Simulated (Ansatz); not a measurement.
Se in Ansatz: the effect of functional

Crystal: Se.

```xyz
3
Lattice="4.3552 0.0000 0.0000 -2.1776 3.7717 0.0000 0.0000 0.0000 4.9494" Properties=species:S:1:pos:R:3 pbc="T T T"
Se    1.7050    2.9532    2.4747
Se   -0.4725    0.8185    4.1245
Se    0.9451    0.0000    0.8249
```

Alike in all runs:

- Program: Ansatz 0.2.0
- Task: projected density of states
- Potentials or basis: Ansatz PAW
- k mesh: 4 × 4 × 3
- Occupations: fermi-dirac, width 0.05 eV
- Spin: no spin polarisation

| functional | cutoff | gap on the mesh (eV) | pressure (GPa) | largest force (eV/Å) |
| --- | --- | --- | --- | --- |
| LDA | 420 eV (not typed: the program's choice for these potentials) | 1.65 | 1.4 | 0.89 |
| PBEsol | 420 eV (not typed: the program's choice for these potentials) | 1.71 | 2.9 | 0.98 |
| r2SCAN | 500 eV (not typed: the program's choice for these potentials) | 1.98 | 4.0 | 0.78 |
| HSE06 | 420 eV (not typed: the program's choice for these potentials) | 2.59 | 3.5 | 0.61 |
| PBE0 | 420 eV (not typed: the program's choice for these potentials) | 3.29 | 3.4 | 0.58 |
| r2SCAN0 | 500 eV (not typed: the program's choice for these potentials) | ? | ? | ? |

Task: What does the run with functional r2SCAN0 give?

Result: gap on the mesh 3.43 eV; pressure 2.6 GPa; largest force 0.40 eV/Å.

Caveats: all runs use coarse meshes; odd divisions of the mesh miss points on the zone boundary, where band edges often lie, so the gap on the mesh can be too wide; the PAW data sets come from PBE, with cores solved anew for the run's functional, which leaves a small shift of forces and pressure; the density of states is complete only up to the lowest level of the last band computed; the thresholds are loose for stress (some runs).

A k mesh can miss the band edges.
